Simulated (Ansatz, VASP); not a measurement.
# Zn: VASP beside Ansatz

Contents of INCAR:

```
PREC = Accurate ; ENCUT = 520
EDIFF = 1E-6 ; ISMEAR = -1
SIGMA = 0.04 ; LREAL = F
LASPH = T ; NELM = 60
ALGO = Normal ; ISIF = 2
LWAVE = F ; LCHARG = T
GGA = PE ; LELF = T
LVHAR = T ; NBANDS = 12
```

The input KPOINTS:

```
Automatic mesh
0
Gamma
  8 8 8
```

File POSCAR:

```
Zn
1.0
   -1.5690370000      1.5690370000      1.5690370000
    1.5690370000     -1.5690370000      1.5690370000
    1.5690370000      1.5690370000     -1.5690370000
Zn
1
Direct
    0.0000000000      0.0000000000      0.0000000000
```

Contents of input.yaml:

```yaml
crystal:
  lattice:
    - [-1.569037, 1.569037, 1.569037]
    - [1.569037, -1.569037, 1.569037]
    - [1.569037, 1.569037, -1.569037]
  atoms:
    - { symbol: Zn, position: [0.0, 0.0, 0.0] }
kpoints:
  mp_grid: { grid: [8, 8, 8] }
scf:
  occupations: { method: fermi_dirac, width: 0.04 }
hamiltonian:
  xc: pbe
  pseudopotentials: { kind: all_electron, lapw: { basis_error: 0.003 } }
output:
  forces: true
  stress: true
  eigenvalues: true
```

This isn't the form of Zn at room conditions, which is hcp.

Alike in both runs: task single point; functional PBE; k mesh 8 × 8 × 8; occupations fermi-dirac, width 0.04 eV; no spin polarisation.

|  | VASP | Ansatz |
| --- | --- | --- |
| version | VASP 6.6.1 | Ansatz 0.2.0 |
| potentials or method | VASP PAW PBE potentials, release 64 (Zn) | all-electron LAPW, scalar-relativistic |
| plane-wave cutoff (eV) | 520 | see its input |

VASP gave:

| Property | Result |
| --- | --- |
| gap on the k mesh at the Fermi level (eV) | none |
| pressure (GPa) | -0.9 |

Task: Estimate Ansatz's values.

Result: gap on the k mesh at the Fermi level (eV): none; pressure (GPa): -1.2.

A gap of «none» marks a metal or a gap that the smearing closes. Ansatz ran all-electron here, so the differences hold the error of VASP's frozen core and of both bases.

Caveats: the k mesh is thin for a metal, which can move the energy by tens of meV per atom (Ansatz).
